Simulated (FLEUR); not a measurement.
Runs of FLEUR MaX-R8.1 (later development tree) on PtS2. The structure is trigonal, space group P-3m1 (No. 164). Conventional cell: a = 3.543 Å, b = 3.543 Å, c = 5.039 Å, α = 90.00°, β = 90.00°, γ = 120.00°. Around Pt (site symmetry -3m) lie 6 S at 2.34 Å. S (site symmetry 3m) is surrounded by 3 Pt at 2.34 Å. 

```tsv
task	level	gmax	muffin-tin radii	lnonsphr	max iterations	mixing factor	kmax	gap on the mesh (eV)	largest force (eV/Å)
band structure	PBE	18.3 1/bohr	Pt 2.29, S 1.66 bohr	Pt 10, S 8	60	0.05	5.9 1/bohr	1.02	-
band structure	PBEsol	18.3 1/bohr	Pt 2.29, S 1.66 bohr	Pt 10, S 8	60	0.05	5.9 1/bohr	0.95	-
single point	PBE	16 1/bohr	Pt 2.37, S 1.61 bohr	-	60	0.05	5.16 1/bohr	1.02	(a)
band structure	LDA	18.3 1/bohr	Pt 2.29, S 1.66 bohr	Pt 10, S 8	60	0.05	5.9 1/bohr	0.90	-
single point	PBEsol	18.9 1/bohr	Pt 2.22, S 1.61 bohr	Pt 10, S 8	60	0.05	6.09 1/bohr	0.95	0.97
```

Alike in all rows: potentials or basis all-electron, FLAPW; no spin polarisation; cell as given; k mesh 9 × 9 × 5; smearing fermi-dirac 0.05 eV.

Problem. Estimate the missing entries.

Solution. (a) 1.28.

Caveats: core charge leaks out of the spheres, which shifts energies; spin-orbit coupling is left out, which moves the levels of the heavy elements; an odd mesh through Γ misses points on the zone boundary, where band edges often lie (some runs); forces of over 1 eV/Å show positions far from the minimum, so gaps and moduli don't describe the material at rest (some runs).

A k mesh can miss the band edges, and the runs leave out spin-orbit coupling on Pt.

Not every run made on this cell is shown here.
